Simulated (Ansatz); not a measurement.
# Mo (distorted structure): how the settings move a single-point run

Aim: see which settings change the result for Mo (distorted structure), by how much, and at what cost.

Method: reference: DFT PBE+U, plane waves, PAW, scalar-relativistic, collinear spin, in Ansatz 0.2.0.

**1. Starting point**

The structure is triclinic, space group P1 (No. 1). Conventional cell: a = 5.398 Å, b = 5.446 Å, c = 5.475 Å, α = 108.90°, β = 110.02°, γ = 108.85°. Around Mo (site symmetry 1) lie 8 Mo at 2.63 to 2.87 Å. Mo (site symmetry 1) has 8 Mo at 2.58 to 2.86 Å as nearest neighbours. Mo (site symmetry 1) has 14 Mo at 2.68 to 3.26 Å as nearest neighbours. Around Mo (site symmetry 1) lie 14 Mo at 2.65 to 3.21 Å. Around Mo (site symmetry 1) lie 8 Mo at 2.64 to 2.86 Å. Mo (site symmetry 1) has 8 Mo at 2.58 to 2.82 Å as nearest neighbours. Around Mo (site symmetry 1) lie 8 Mo at 2.64 to 2.83 Å.

Cell or atoms stand a little off a more symmetric structure (Im-3m at a tolerance of 0.3 Å), so results at this geometry aren't those of that ideal crystal.

As a file:

```xyz
8
Lattice="-3.2176 3.1396 3.1639 3.1873 -3.1507 3.1447 3.1620 3.0951 -3.1750" Properties=species:S:1:pos:R:3 pbc="T T T"
Mo   -0.0293   -0.0054    6.2673
Mo    1.5643    1.6258   -1.4792
Mo    4.6516    1.5441   -1.5756
Mo   -0.0347    3.0308    3.1392
Mo    1.4979   -1.4985    4.7368
Mo    3.1503    0.0015    3.0995
Mo    3.0910    3.1020   -0.0151
Mo    1.5809    1.5124    1.6020
```

**2. The reference run**

Input file input.yaml:

```yaml
crystal:
  lattice:
    - [-3.217628, 3.13956, 3.163872]
    - [3.187331, -3.150675, 3.14469]
    - [3.162047, 3.095094, -3.174986]
  atoms:
    - { symbol: Mo, position: [0.994363, 0.993585, 0.001032] }
    - { symbol: Mo, position: [0.029725, 0.014732, 0.510114] }
    - { symbol: Mo, position: [0.007983, 0.487865, 0.987424] }
    - { symbol: Mo, position: [0.985485, 0.49965, 0.488203] }
    - { symbol: Mo, position: [0.514687, 0.989007, 0.000532] }
    - { symbol: Mo, position: [0.4993, 0.992286, 0.50413] }
    - { symbol: Mo, position: [0.502782, 0.492064, 0.993137] }
    - { symbol: Mo, position: [0.500864, 0.50793, 0.497638] }
kpoints:
  mp_grid: { grid: [4, 4, 4], shift: [0.5, 0.5, 0.0] }
magnetization:
  spin_polarized: true
scf:
  occupations: { method: gaussian, width: 0.0437 }
hamiltonian:
  pseudopotentials: { kind: paw }
  xc: pbe
  hubbard: { projectors: atomic, sites: [{ species: Mo, l: d, u_eff: 2.44 }] }
basis:
  ecutwfc: 420
output:
  forces: true
  stress: true
  eigenvalues: true
```

Command:

```
$ ansatz run input.yaml --threads 1 --pin off --max-ram 2560MiB --backend cpu --events-out ev --progress --plain --runs-dir out
```

**3. Changing settings: starting moments, mp_grid.grid [3, 3, 3]**

Input file input.yaml:

```yaml
crystal:
  lattice:
    - [-3.217628, 3.13956, 3.163872]
    - [3.187331, -3.150675, 3.14469]
    - [3.162047, 3.095094, -3.174986]
  atoms:
    - { symbol: Mo, position: [0.994363, 0.993585, 0.001032], spin: 0.2 }
    - { symbol: Mo, position: [0.029725, 0.014732, 0.510114], spin: 0.2 }
    - { symbol: Mo, position: [0.007983, 0.487865, 0.987424], spin: 0.2 }
    - { symbol: Mo, position: [0.985485, 0.49965, 0.488203], spin: 0.2 }
    - { symbol: Mo, position: [0.514687, 0.989007, 0.000532], spin: 0.2 }
    - { symbol: Mo, position: [0.4993, 0.992286, 0.50413], spin: 0.2 }
    - { symbol: Mo, position: [0.502782, 0.492064, 0.993137], spin: 0.2 }
    - { symbol: Mo, position: [0.500864, 0.50793, 0.497638], spin: 0.2 }
kpoints:
  mp_grid: { grid: [3, 3, 3], shift: [0.5, 0.5, 0.0] }
magnetization:
  spin_polarized: true
scf:
  occupations: { method: gaussian, width: 0.0437 }
hamiltonian:
  pseudopotentials: { kind: paw }
  xc: pbe
  hubbard: { projectors: atomic, sites: [{ species: Mo, l: d, u_eff: 2.44 }] }
basis:
  ecutwfc: 420
output:
  forces: true
  stress: true
  eigenvalues: true
  write_density: true
  write_potential: true
  elf: true
  volumetric_format: npy
```

**4. Variant: n_extra_bands 32, pseudopotentials.kind nc**

Changes to input.yaml since step 2:

```diff
@@ -20,4 +20,5 @@
   occupations: { method: gaussian, width: 0.0437 }
+  n_extra_bands: 32
 hamiltonian:
-  pseudopotentials: { kind: paw }
+  pseudopotentials: { kind: nc }
   xc: pbe
```

**5. Changed: xc lda**

Changes to input.yaml since step 2:

```diff
@@ -22,3 +22,3 @@
   pseudopotentials: { kind: paw }
-  xc: pbe
+  xc: lda
   hubbard: { projectors: atomic, sites: [{ species: Mo, l: d, u_eff: 2.44 }] }
@@ -30 +30,5 @@
   eigenvalues: true
+  write_density: true
+  write_potential: true
+  elf: true
+  volumetric_format: npy
```

**6. Changing settings: n_extra_bands 16, chi_scale 0.1, ecutwfc 18.4 Ry**

Changes to input.yaml since step 2:

```diff
@@ -20,2 +20,4 @@
   occupations: { method: gaussian, width: 0.0437 }
+  n_extra_bands: 16
+  initial_density: { chi_scale: 0.1 }
 hamiltonian:
@@ -25,3 +27,3 @@
 basis:
-  ecutwfc: 420
+  ecutwfc: "18.4 Ry"
 output:
```

Before running it: what results should come out? Wanted: for each run, ending; energy change; pressure; gap; force.

The runs gave:

```tsv
run	ending	energy change	pressure (GPa)	gap (eV)	force (eV/Å)	cycles	time
reference	converged	0	-1.3	0.00	1.47	13	3 min
1: starting moments, mp_grid.grid [3, 3, 3]	converged	-11.9 meV/atom	-1.2	0.00	1.60	20	41 s
2: n_extra_bands 32, pseudopotentials.kind nc	converged	not comparable	-1.9	0.00	1.61	12	30 s
3: xc lda	converged	not comparable	-14.2	0.00	1.32	12	36 s
4: n_extra_bands 16, chi_scale 0.1, ecutwfc 18.4 Ry	converged	+519.0 meV/atom	-0.1	0.00	1.60	12	17 s
```

Times don't compare one to one where runs were asked for different outputs or read a saved state (see the inputs); cycles may leave out searches for a lower state.

Residual by cycle in the longest SCF loop of each run; runs are numbered as in the table. The quantity is the density residual dr2, in eV.

```tsv
cycle	reference	run 1	run 2	run 3	run 4
1	13.7	13.4	19.2	14.4	15
3	0.249	0.118	0.267	0.247	0.226
4	0.0476	0.0461	0.05	0.0388	0.0453
6	0.0116	5.2e-4	0.0183	0.0092	0.0109
8	0.012	3.9e-4	9.6e-4	0.00926	0.011
10	1.2e-4	1.6e-5	3.7e-5	8.1e-5	9.2e-5
11	7.8e-7	5.9e-6	1.8e-5	7.9e-7	1.1e-6
13	9.9e-9	2.3e-7	-	-	-
15	-	5.6e-8	-	-	-
17	-	2.0e-9	-	-	-
18	-	1.2e-10	-	-	-
20	-	3.0e-10	-	-	-
```

Of the converged runs whose energies compare with the reference's, «n_extra_bands 16, chi_scale 0.1, ecutwfc 18.4 Ry» moves the energy most (+519.0 meV/atom) and «starting moments, mp_grid.grid [3, 3, 3]» least (-11.9 meV/atom). Runs 2 and 4 ran under the cutoff that the potentials recommend, as the log warns, so basis error is mixed into their values, and swamps them where the cutoff is far short.

The reference is no final answer either: its mesh is coarse for a cell with so small a gap or none; the structure is made up and not relaxed.
